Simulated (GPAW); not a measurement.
Crystal: Ti.

```xyz
3
Lattice="4.5674 0.0000 0.0000 -2.2837 3.9555 0.0000 0.0000 0.0000 2.8262" Properties=species:S:1:pos:R:3 pbc="T T T"
Ti    2.2837    1.3185    1.4131
Ti    0.0000    2.6370    1.4131
Ti    0.0000    0.0000    0.0000
```

This isn't the form of Ti at room conditions, which is hcp.

Base run:

- Program: GPAW 26.7.0
- Functional: BLYP
- Potentials or basis: PAW data sets generated in the run's folder for this functional
- Cutoff: 600 eV
- Basis: pw
- k mesh: 5 × 5 × 7
- Occupations: fermi-dirac, width 0.05 eV
- Spin: no spin polarisation

Its results: pressure 2.8 GPa.

**Question.** The run is repeated on the same cell with these changes: functional from BLYP to LDA; potentials or basis from PAW data sets generated in the run's folder for this functional to the program's PAW data sets (release 1.2.1) made for this functional. What comes out?

**Answer.** Pressure -8.5 GPa.
